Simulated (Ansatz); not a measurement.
**C: computed DOS**

```cif
data_structure
_symmetry_space_group_name_H-M 'P 1'
_symmetry_Int_Tables_number 1
_cell_length_a 3.9665
_cell_length_b 3.5661
_cell_length_c 2.4560
_cell_angle_alpha 80.086
_cell_angle_beta 62.329
_cell_angle_gamma 37.586
_cell_volume 17.49
loop_
_atom_site_label
_atom_site_type_symbol
_atom_site_fract_x
_atom_site_fract_y
_atom_site_fract_z
_atom_site_occupancy
C1 C 0.16667 0.83333 0.16667 1
C2 C 0.83333 0.16667 0.83333 1
```

The runs use the primitive cell with vectors (0.000, 2.127, 3.348), (1.228, 0.000, 3.348), (1.228, 2.127, 0.000) Å, to which the k mesh refers.

The cell is COD entry 9000046, as deposited and not checked against the literature; nothing was relaxed.

Level of theory: DFT, PBEsol, all-electron LAPW, scalar-relativistic (Ansatz 0.2.0).

Sampling and basis: a Γ-centred 18×18×18 k mesh, Fermi–Dirac smearing of 0.05 eV, basis error target 0.25 meV/atom, no spin polarisation.

States per eV and cell, averaged over 0.6 eV, from -10.0 to 5.4 eV, with energies (bin centres) from the Fermi level; empty bins are left out. 

| E (eV) | total |
| --- | --- |
| -9.8 | 0.36 |
| -9.2 | 0.39 |
| -8.6 | 0.43 |
| -8.0 | 0.54 |
| -7.4 | 0.66 |
| -6.8 | 0.82 |
| -6.2 | 0.97 |
| -5.6 | 0.69 |
| -5.0 | 0.65 |
| -4.4 | 0.60 |
| -3.8 | 0.57 |
| -3.2 | 0.53 |
| -2.6 | 0.44 |
| -2.0 | 0.33 |
| -1.4 | 0.19 |
| -0.8 | 0.10 |
| -0.2 | 0.02 |
| 0.4 | 0.03 |
| 1.0 | 0.17 |
| 1.6 | 0.40 |
| 2.2 | 0.38 |
| 2.8 | 0.29 |
| 3.4 | 0.24 |
| 4.0 | 0.22 |
| 4.6 | 0.25 |
| 5.2 | 0.26 |
